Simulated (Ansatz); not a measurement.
**WC: relaxation of cell and atoms with PBEsol+U**

The system is WC.

```
W C
1.0
     0.00000    2.19268    2.19268
     2.19268    0.00000    2.19268
     2.19268    2.19268    0.00000
W C
1 1
Direct
  0.00000 0.00000 0.00000
  0.50000 0.50000 0.50000
```

Measurements of this composition are mostly on another form, of space group No. 187.

```json
{
 "Program": "Ansatz 0.2.0",
 "Task": "relaxation of cell and atoms",
 "Functional": "PBEsol",
 "Potentials or basis": "Ansatz PAW",
 "Cutoff": "420 eV (not typed: the program's choice for these potentials)",
 "k mesh": "10 × 10 × 10",
 "Occupations": "fermi-dirac, width 0.05 eV",
 "Spin": "no spin polarisation",
 "Hubbard terms": "W d U = 4 eV",
 "Hubbard projectors": "ortho-atomic (the default)",
 "Double counting": "fll (the default)"
}
```

```json
{
 "Relaxed volume": "10.27 Å³/atom",
 "Relaxed cell": "a = 3.074 Å, b = 3.074 Å, c = 3.074 Å, α = 60.00°, β = 60.00°, γ = 60.00°",
 "Space group after relaxing (to 0.05 Å)": "Fm-3m (No. 225)",
 "Energy gained by relaxing": "8.5 meV/atom",
 "Ionic steps": "7",
 "Pressure after relaxing": "0.0 GPa",
 "Band gap on the k mesh": "none (metal or under the smearing width)"
}
```

The path:
| step | energy change (eV) | largest force (eV/Å) | volume (Å³) |
| --- | --- | --- | --- |
| 1 | 0.0000 | 0.0000 | 21.08 |
| 2 | -0.0146 | 0.0000 | 20.28 |
| 3 | -0.0179 | 0.0000 | 20.55 |
| 4 | -0.0179 | 0.0000 | 20.54 |
| 5 | -0.0169 | 0.0000 | 20.54 |
| 6 | -0.0169 | 0.0000 | 20.54 |
| 7 | -0.0169 | 0.0000 | 20.54 |

Final structure:
```
W C
1.0
     0.00000    2.17348    2.17348
     2.17348    0.00000    2.17348
     2.17348    2.17348    0.00000
W C
1 1
Cartesian
  0.0000 0.0000 0.0000
  2.1735 2.1735 2.1735
```

Levels at points of the mesh, in eV from the Fermi level:
```csv
k point,band 5,band 6,band 7,band 8,band 9,band 10,band 11,band 12,band 13,band 14
"(0.00, 0.00, 0.00)",-16.08,-2.94,-2.94,-2.94,-1.13,-1.13,-1.13,-0.90,-0.90,6.69
"(0.00, 0.00, -0.50)",-11.24,-10.11,-6.75,-6.75,1.03,1.03,2.35,4.86,9.10,9.10
"(0.00, -0.50, -0.50)",-13.71,-6.06,-5.72,-2.57,-2.57,0.99,2.30,2.30,5.62,7.58
```

Eigenvalues of the final occupation matrices:
| site | spin | trace | eigenvalues |
| --- | --- | --- | --- |
| site 1 | 1 | 2.36 | 0.44 0.44 0.49 0.49 0.49 |

It took 4.3 s on 2 threads of Intel(R) Xeon(R) 6975P-C (Granite Rapids) (shared host), peak memory 0.36 GiB.

Caveat: the plane-wave basis is chosen anew once the cell has moved, so the energies of steps on either side of that aren't comparable; the pressure holds a Pulay correction of +0.3 GPa for the finite cutoff; U without spin polarisation on a metal has little footing; the PAW data sets come from PBE, with cores solved anew for the run's functional, which leaves a small shift of forces and pressure; the U is typed as a test and isn't derived for this compound. Spin-orbit coupling is left out, which matters for the levels of W.
